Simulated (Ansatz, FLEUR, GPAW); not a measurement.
Ge: 3 runs at one level of theory

```
Ge
1.0
     0.00000    2.82891    2.82891
     2.82891    0.00000    2.82891
     2.82891    2.82891    0.00000
Ge
2
Direct
  0.75000 0.75000 0.75000
  0.50000 0.50000 0.50000
```

Alike in all runs: task band structure; functional RPBE; k mesh 8 × 8 × 8; occupations fermi-dirac, width 0.05 eV; no spin polarisation; no spin-orbit coupling. Pressure is positive in compression and, in plane waves, holds the error of the finite cutoff. Gaps are the smaller of the mesh's and the band path's.

```tsv
program and potentials	plane-wave cutoff (eV)	notes	band gap (eV)	pressure (GPa)
GPAW, the program's PAW data sets (release 1.2.1) made for this functional	600	-	0.20	5.70
Ansatz, all-electron LAPW, scalar-relativistic	-	-	0.15	5.41
FLEUR, all-electron, FLAPW	-	-	0.35	-
```

The band gap spans 0.15 (Ansatz, all-electron LAPW, scalar-relativistic) to 0.35 eV (FLEUR, all-electron, FLAPW), with all-electron results at 0.15 to 0.35. The pressure spans 5.41 (Ansatz, all-electron LAPW, scalar-relativistic) to 5.70 GPa (GPAW, the program's PAW data sets (release 1.2.1) made for this functional), with all-electron results at 5.41.

Differences between rows come from potentials, basis sets and numerical settings, since the functional is the same but for its coding. Runs on potential files found faulty are left out.

All three runs leave germanium a semiconductor, but with a gap well below the measured one. This is the usual result of a semilocal functional, whose Kohn-Sham gap lacks the derivative discontinuity of the exchange-correlation potential. The two all-electron values differ by an amount comparable to the gap itself, possibly because the antibonding, s-like conduction state at the zone centre is sensitive to the treatment of relativity near the nucleus. The size of the gap is therefore much less certain than its presence.

Both computed pressures are positive, so RPBE favours a larger cell than the one used. Its exchange rewards inhomogeneous density more strongly than PBE does, which weakens and lengthens covalent bonds. Expansion would lower the zone-centre conduction state relative to the p-like valence top, so relaxing the cell would probably narrow the gap or even close it. The open gap thus belongs to this fixed volume and can't be carried over to the RPBE equilibrium structure. Nor do the gap values alone show whether the gap is direct or indirect.
